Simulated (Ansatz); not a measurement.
# GaP: the cost of one run

Method: DFT LDA, all-electron LAPW, scalar-relativistic unless said, in Ansatz 0.2.0.

## Step 1: Starting point

The structure is cubic, space group F-43m (No. 216). Conventional cell: a = 5.391 Å, b = 5.391 Å, c = 5.391 Å, α = 90.00°, β = 90.00°, γ = 90.00°. Ga (site symmetry -43m) has 4 P at 2.33 Å as nearest neighbours. P (site symmetry -43m) is surrounded by 4 Ga at 2.33 Å.

Coordinates:

```
Ga P
1.0
     2.69569    2.69569    0.00000
    -2.69569    2.69569    0.00000
     0.00000    2.69569    2.69569
Ga P
1 1
Direct
  0.00000 0.00000 0.00000
  0.75000 0.25000 0.50000
```

Cartesian axes are those of the input's lattice vectors. The structure goes back to a database entry.

## Step 2: Reference run, fine mesh, LAPW

File input.yaml:

```yaml
crystal:
  lattice:
    - [2.69568706006, 2.69568706006, 0.0]
    - [-2.69568706006, 2.69568706006, 0.0]
    - [0.0, 2.69568706006, 2.69568706006]
  atoms:
    - { symbol: Ga, position: [0.0, 0.0, 0.0] }
    - { symbol: P, position: [0.75, 0.25, 0.5] }
kpoints:
  mp_grid: { grid: [8, 8, 8] }
scf:
  occupations: { method: fixed }
hamiltonian:
  xc: lda
  pseudopotentials: { kind: all_electron, lapw: { basis_error: 0.001 } }
output:
  forces: true
  stress: true
  eigenvalues: true
  eigenstates:
    nscf_kmesh: { grid: [12, 12, 12] }
    de_dk: true
    e_range: [-9, 11.38623838744]
checkpoint:
  write: ck
  write_wavefunctions: false
```

The run is started by

```
$ ansatz run input.yaml --threads 1 --pin off --max-ram 3072MiB --backend cpu --events-out ev --progress --plain --runs-dir out
```

What time and memory should one allow on 1 thread of Intel Xeon 6975P-C (Granite Rapids), shared host?

About 10 s, with a peak of 0.32 GiB.
